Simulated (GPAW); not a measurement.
# Au: relaxation of cell and atoms with PBEsol+D4

Au:

```xyz
1
Lattice="0.0000 2.0350 2.0350 2.0350 0.0000 2.0350 2.0350 2.0350 0.0000" Properties=species:S:1:pos:R:3 pbc="T T T"
Au    0.0000    0.0000    0.0000
```

```yaml
Program: GPAW 26.7.0
Task: relaxation of cell and atoms
Functional: PBEsol
Dispersion: D4
Potentials_or_basis: PAW data sets generated in the run's folder for this functional
Cutoff: 600 eV
Basis: pw
k_mesh: 11 × 11 × 11
Occupations: fermi-dirac, width 0.05 eV
Spin: no spin polarisation
Target_pressure: 5 GPa
Maxiter: 150
Optimizer: FIRE
Fmax: 0.05 eV/Å
Max_steps: 40
Target_pressure: 5 GPa
Convergence: density=1e-05 forces=0.0001
```

```yaml
Relaxed_volume: 16.52 Å³/atom
Relaxed_cell: a = 2.859 Å, b = 2.859 Å, c = 2.859 Å, α = 60.00°, β = 60.00°, γ = 60.00°
Space_group_after_relaxing_to_0.05_Å: Fm-3m (No. 225)
Energy_change_on_relaxing_the_enthalpy_is_what_falls: +6.8 meV/atom
Ionic_steps: 6
Pressure_after_relaxing: 5.3 GPa
Band_gap_on_the_k_mesh: none (metal or under the smearing width)
Dispersion_energy_per_atom: -0.408 eV
```

Step by step:
```
step  energy change (eV)  largest force (eV/Å)  pressure (GPa)  volume (Å³)
   1              0.0000                0.0000            1.16        16.85
   2              0.0032                0.0000            3.60        16.65
   3              0.0125                0.0000            7.19        16.38
   4              0.0113                0.0000            6.81        16.41
   5              0.0092                0.0000            6.12        16.46
   6              0.0068                0.0000            5.26        16.52
```

Final structure:
```xyz
1
Lattice="0.0000 2.0215 2.0215 2.0215 0.0000 2.0215 2.0215 2.0215 0.0000" Properties=species:S:1:pos:R:3 pbc="T T T"
Au    0.0000    0.0000    0.0000
```

Levels at points of the mesh, in eV from the Fermi level:
```csv
k point,band 2,band 3,band 4,band 5,band 6,band 7,band 8,band 9,band 10
"(0.00, 0.00, 0.00)",-4.84,-4.84,-4.84,-3.23,-3.23,15.85,19.80,19.80,19.80
```

Wall time 67 s on 1 thread of Arm Neoverse V1, with other jobs on the host, peak memory 0.2 GiB.

Caveat: with this Au data set, volumes or pressures lay over 1.5 % or 2 GPa off other programs in two to four cells of ten; later steps reuse the first step's grids; pairwise dispersion overbinds metals, which lowers pressure and volume. Spin-orbit coupling is left out, which matters for the levels of Au.
